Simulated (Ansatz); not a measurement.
# An O vacancy in perovskite SrTiO3, 134 atoms, charge +2

Wanted: path and barrier of the jump (PBEsol and HSE06).

Program: Ansatz 0.2.0, PAW, plane waves. These are calculated values, not measurements.

## Step 1: The system as built

134 atoms (27 Sr, 27 Ti, 80 O); a = 11.674 Å, b = 11.674 Å, c = 11.674 Å, α = 90.00°, β = 90.00°, γ = 90.00°. All atoms were shaken off their sites by about 0.02 Å along each axis. Defect site 1: (0.500, 0.500, 0.333).

Steps to follow: (2) PBEsol relaxation at the single k point (¼, ¼, ¼), on 1 × NVIDIA GB300 Max-Q with 32 threads of Arm Neoverse-V2; (3) HSE06 single point at the single k point (¼, ¼, ¼), on 1 × NVIDIA GB300 Max-Q with 32 threads of Arm Neoverse-V2; (4) PBEsol band at the single k point (¼, ¼, ¼), on 1 × NVIDIA GB300 Max-Q with 32 threads of Arm Neoverse-V2; (5) HSE06 single point at the single k point (¼, ¼, ¼), on 1 × NVIDIA GB300 Max-Q with 32 threads of Arm Neoverse-V2.

## Step 2: PBEsol relaxation in the fixed cell

Input file in.yaml:

```yaml
crystal:
  lattice:
    - [11.674231, 0.000000, 0.000000]
    - [0.000000, 11.674231, 0.000000]
    - [0.000000, 0.000000, 11.674231]
  atoms:
    - { symbol: Sr, position: [0.001431, 0.001598, 0.000590] }
    - { symbol: Sr, position: [0.001562, 0.001434, 0.330412] }
    - { symbol: Sr, position: [0.003733, 0.998596, 0.667533] }
    - { symbol: Sr, position: [0.001708, 0.335795, 0.001206] }
    - { symbol: Sr, position: [0.998221, 0.331803, 0.335103] }
    - { symbol: Sr, position: [0.998576, 0.331706, 0.668095] }
    - { symbol: Sr, position: [0.001014, 0.669295, 0.003373] }
    - { symbol: Sr, position: [0.001699, 0.668900, 0.331872] }
    - { symbol: Sr, position: [0.000468, 0.667834, 0.665542] }
    - { symbol: Sr, position: [0.334259, 0.999916, 0.999081] }
    - { symbol: Sr, position: [0.338357, 0.002866, 0.335443] }
    - { symbol: Sr, position: [0.332310, 0.998662, 0.665799] }
    - { symbol: Sr, position: [0.332911, 0.334057, 0.999168] }
    - { symbol: Sr, position: [0.330621, 0.334189, 0.332934] }
    - { symbol: Sr, position: [0.331861, 0.331482, 0.666052] }
    - { symbol: Sr, position: [0.332780, 0.666500, 0.000151] }
    - { symbol: Sr, position: [0.334259, 0.667289, 0.333809] }
    - { symbol: Sr, position: [0.333660, 0.661310, 0.664763] }
    - { symbol: Sr, position: [0.665700, 0.999881, 0.999490] }
    - { symbol: Sr, position: [0.665529, 0.001979, 0.334753] }
    - { symbol: Sr, position: [0.666625, 0.002204, 0.668797] }
    - { symbol: Sr, position: [0.664500, 0.334103, 0.001895] }
    - { symbol: Sr, position: [0.667534, 0.335340, 0.335392] }
    - { symbol: Sr, position: [0.668352, 0.331399, 0.666002] }
    - { symbol: Sr, position: [0.667632, 0.665634, 0.999452] }
    - { symbol: Sr, position: [0.664565, 0.663601, 0.334220] }
    - { symbol: Sr, position: [0.667401, 0.664253, 0.664008] }
    - { symbol: Ti, position: [0.167016, 0.166495, 0.168823] }
    - { symbol: Ti, position: [0.167479, 0.165944, 0.497449] }
    - { symbol: Ti, position: [0.167336, 0.163241, 0.835812] }
    - { symbol: Ti, position: [0.165468, 0.500117, 0.168964] }
    - { symbol: Ti, position: [0.167827, 0.497456, 0.497482] }
    - { symbol: Ti, position: [0.170403, 0.499653, 0.830956] }
    - { symbol: Ti, position: [0.169474, 0.833339, 0.169543] }
    - { symbol: Ti, position: [0.164604, 0.830471, 0.501259] }
    - { symbol: Ti, position: [0.170587, 0.831488, 0.834303] }
    - { symbol: Ti, position: [0.499386, 0.168639, 0.171526] }
    - { symbol: Ti, position: [0.499107, 0.166662, 0.498861] }
    - { symbol: Ti, position: [0.498702, 0.163805, 0.835430] }
    - { symbol: Ti, position: [0.496719, 0.501034, 0.166379] }
    - { symbol: Ti, position: [0.501585, 0.499779, 0.500950] }
    - { symbol: Ti, position: [0.498767, 0.502260, 0.833144] }
    - { symbol: Ti, position: [0.499805, 0.835902, 0.163471] }
    - { symbol: Ti, position: [0.500379, 0.833819, 0.503091] }
    - { symbol: Ti, position: [0.500219, 0.831814, 0.830992] }
    - { symbol: Ti, position: [0.834931, 0.166152, 0.171678] }
    - { symbol: Ti, position: [0.832872, 0.163068, 0.501174] }
    - { symbol: Ti, position: [0.834710, 0.168806, 0.831299] }
    - { symbol: Ti, position: [0.832324, 0.499202, 0.167747] }
    - { symbol: Ti, position: [0.832306, 0.499731, 0.500322] }
    - { symbol: Ti, position: [0.833049, 0.501743, 0.832584] }
    - { symbol: Ti, position: [0.834367, 0.834242, 0.166575] }
    - { symbol: Ti, position: [0.835495, 0.834178, 0.500339] }
    - { symbol: Ti, position: [0.833599, 0.832673, 0.831661] }
    - { symbol: O, position: [0.165004, 0.167476, 0.999171] }
    - { symbol: O, position: [0.169554, 0.167489, 0.331259] }
    - { symbol: O, position: [0.165577, 0.167671, 0.662847] }
    - { symbol: O, position: [0.168200, 0.499806, 0.998643] }
    - { symbol: O, position: [0.169211, 0.497710, 0.331275] }
    - { symbol: O, position: [0.169717, 0.498311, 0.666964] }
    - { symbol: O, position: [0.167166, 0.832509, 0.000784] }
    - { symbol: O, position: [0.168502, 0.833856, 0.332509] }
    - { symbol: O, position: [0.166587, 0.833017, 0.667066] }
    - { symbol: O, position: [0.500503, 0.168947, 0.997845] }
    - { symbol: O, position: [0.501966, 0.167457, 0.333664] }
    - { symbol: O, position: [0.499355, 0.167114, 0.666561] }
    - { symbol: O, position: [0.499148, 0.499518, 0.000315] }
    - { symbol: O, position: [0.498940, 0.497429, 0.668889] }
    - { symbol: O, position: [0.497682, 0.833856, 0.998083] }
    - { symbol: O, position: [0.500323, 0.831720, 0.332899] }
    - { symbol: O, position: [0.501900, 0.831301, 0.666883] }
    - { symbol: O, position: [0.829548, 0.169088, 0.998379] }
    - { symbol: O, position: [0.833302, 0.168359, 0.334993] }
    - { symbol: O, position: [0.834143, 0.163984, 0.663644] }
    - { symbol: O, position: [0.832937, 0.499274, 0.999738] }
    - { symbol: O, position: [0.833239, 0.500613, 0.331963] }
    - { symbol: O, position: [0.832293, 0.499198, 0.667975] }
    - { symbol: O, position: [0.834007, 0.833156, 0.002763] }
    - { symbol: O, position: [0.833797, 0.835266, 0.332493] }
    - { symbol: O, position: [0.833478, 0.834905, 0.668517] }
    - { symbol: O, position: [0.001942, 0.163497, 0.167950] }
    - { symbol: O, position: [0.000288, 0.163274, 0.499183] }
    - { symbol: O, position: [0.000742, 0.169376, 0.834895] }
    - { symbol: O, position: [0.998250, 0.501716, 0.166547] }
    - { symbol: O, position: [0.997404, 0.498246, 0.499622] }
    - { symbol: O, position: [0.999802, 0.499585, 0.831397] }
    - { symbol: O, position: [0.002281, 0.832874, 0.165374] }
    - { symbol: O, position: [0.000193, 0.832622, 0.502910] }
    - { symbol: O, position: [0.996717, 0.831512, 0.831944] }
    - { symbol: O, position: [0.333864, 0.164354, 0.166117] }
    - { symbol: O, position: [0.335219, 0.166284, 0.499688] }
    - { symbol: O, position: [0.330485, 0.168505, 0.833903] }
    - { symbol: O, position: [0.336470, 0.500944, 0.166748] }
    - { symbol: O, position: [0.337400, 0.501276, 0.502152] }
    - { symbol: O, position: [0.332553, 0.502906, 0.831904] }
    - { symbol: O, position: [0.335611, 0.830414, 0.167881] }
    - { symbol: O, position: [0.333651, 0.833775, 0.495451] }
    - { symbol: O, position: [0.332510, 0.832699, 0.833671] }
    - { symbol: O, position: [0.666453, 0.165397, 0.169012] }
    - { symbol: O, position: [0.667871, 0.165648, 0.499852] }
    - { symbol: O, position: [0.668611, 0.164821, 0.833598] }
    - { symbol: O, position: [0.667591, 0.502959, 0.166039] }
    - { symbol: O, position: [0.665906, 0.499080, 0.501239] }
    - { symbol: O, position: [0.671380, 0.504480, 0.834328] }
    - { symbol: O, position: [0.666985, 0.833104, 0.165333] }
    - { symbol: O, position: [0.668689, 0.834063, 0.500548] }
    - { symbol: O, position: [0.668040, 0.832351, 0.834599] }
    - { symbol: O, position: [0.164671, 0.000013, 0.167070] }
    - { symbol: O, position: [0.166273, 0.999155, 0.500646] }
    - { symbol: O, position: [0.165667, 0.997854, 0.831984] }
    - { symbol: O, position: [0.163112, 0.333540, 0.167399] }
    - { symbol: O, position: [0.164777, 0.336822, 0.499134] }
    - { symbol: O, position: [0.166369, 0.334780, 0.834022] }
    - { symbol: O, position: [0.166267, 0.669417, 0.167473] }
    - { symbol: O, position: [0.166219, 0.666135, 0.501309] }
    - { symbol: O, position: [0.164225, 0.667265, 0.832246] }
    - { symbol: O, position: [0.503005, 0.002310, 0.165261] }
    - { symbol: O, position: [0.500546, 0.001607, 0.503232] }
    - { symbol: O, position: [0.495461, 0.000541, 0.830730] }
    - { symbol: O, position: [0.499624, 0.332301, 0.165517] }
    - { symbol: O, position: [0.500710, 0.333866, 0.499744] }
    - { symbol: O, position: [0.499475, 0.333863, 0.834873] }
    - { symbol: O, position: [0.502743, 0.667956, 0.167168] }
    - { symbol: O, position: [0.498786, 0.667499, 0.500617] }
    - { symbol: O, position: [0.502412, 0.665962, 0.834384] }
    - { symbol: O, position: [0.832008, 0.000987, 0.165438] }
    - { symbol: O, position: [0.833945, 0.999785, 0.501864] }
    - { symbol: O, position: [0.831696, 0.003326, 0.830799] }
    - { symbol: O, position: [0.835079, 0.330959, 0.167843] }
    - { symbol: O, position: [0.834709, 0.335622, 0.500640] }
    - { symbol: O, position: [0.832184, 0.332556, 0.832635] }
    - { symbol: O, position: [0.834517, 0.667094, 0.167524] }
    - { symbol: O, position: [0.834792, 0.668365, 0.499947] }
    - { symbol: O, position: [0.830371, 0.664824, 0.830322] }
  symmetry: { detect: false }
kpoints:
  mp_grid: { grid: [1, 1, 1], shift: [0.25, 0.25, 0.25] }
hamiltonian:
  xc: pbesol
total_charge: 2
scf:
  occupations: { method: fermi_dirac, width: 0.01 }
relax:
  f_tol: 0.03
  max_steps: 80
  escape_saddle: false
  adjacent_minimum: "off"
output:
  forces: true
  eigenvalues: true
  populations: true
  charged_corrections: { epsilon: 300 }
```

Launch:

```console
ansatz run in.yaml --threads 32 --pin off --max-ram 171000MiB --runs-dir r --events-out ev --progress --plain --backend cuda --devices 0,
```

Further steps of the session: Single point with HSE06; Nudged elastic band for the jump; HSE06 on the same atoms.

Q: Predict the outcome of this session. Wanted: for each run, top filled to lowest empty.

The runs gave:

```
                   level        time  top filled to lowest empty (eV)
      PBEsol, relaxation  20 s (GPU)                             2.25
                   HSE06  91 s (GPU)                             3.79
HSE06, at the band's top  86 s (GPU)                             3.88
```

| quantity | value |
| --- | --- |
| relaxation | 7 recorded steps, 3.88 eV gained |
| largest shift | 0.26 Å (O103 and others alike) |
| barrier forwards, backwards | 0.42, 0.42 eV |
| jump | O by 2.35 Å |
| band iterations | 16 |
| top less start by HSE06 | 0.43 eV |

Relaxation gains 3.88 eV, with shifts up to 0.26 Å (O103 and others alike). The PBEsol barrier is 0.42 eV forwards and 0.42 eV back, about 16 times kT at 300 K, without charge corrections. The cell's size and k points aren't converged for it. The program's check left the order of the top open. On the same two geometries HSE06 gives 0.43 eV. At the same k points, PBEsol gives a spacing 1.54 eV smaller than the 3.79 eV of HSE06. In a defect cell this spacing can involve defect levels, so it need not be the gap.
